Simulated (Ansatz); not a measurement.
In2Se: from a first guess to the relaxed fluorite type

First guess:

```xyz
3
Lattice="0.0000 3.0942 3.0942 3.0942 0.0000 3.0942 3.0942 3.0942 0.0000" Properties=species:S:1:pos:R:3 pbc="T T T"
Se    0.0000    0.0000    0.0000
In    1.5471    1.5471    1.5471
In    4.6412    4.6412    4.6412
```

Computed with DFT, PBE, PAW with Ansatz's default frozen-core files, scalar-relativistic (Ansatz 0.2.0).

Cell and atoms relax within the symmetry of the start on a 11×11×11 k mesh with 0.05 eV Fermi–Dirac smearing.

The start is built from a prototype, known or not as a phase of this compound; the cutoff is 420 eV.

No spin–orbit coupling, which matters for the heavy atoms here.

(1) What is the pressure of the first guess?

(2) What does it relax to?

(3) How much energy does the relaxation release?

Answers

(1) 39.3 GPa.

(2) a = 7.384 Å, b = 7.384 Å, c = 7.384 Å, α = 90.00°, β = 90.00°, γ = 90.00° (conventional cell), 33.55 Å³ per atom:
```
CELL_PARAMETERS angstrom
0.00000 3.69183 3.69183
3.69183 0.00000 3.69183
3.69183 3.69183 0.00000
ATOMIC_POSITIONS crystal
Se 0.00000 0.00000 0.00000
In 0.25000 0.25000 0.25000
In 0.75000 0.75000 0.75000
```

(3) 1033 meV/atom.
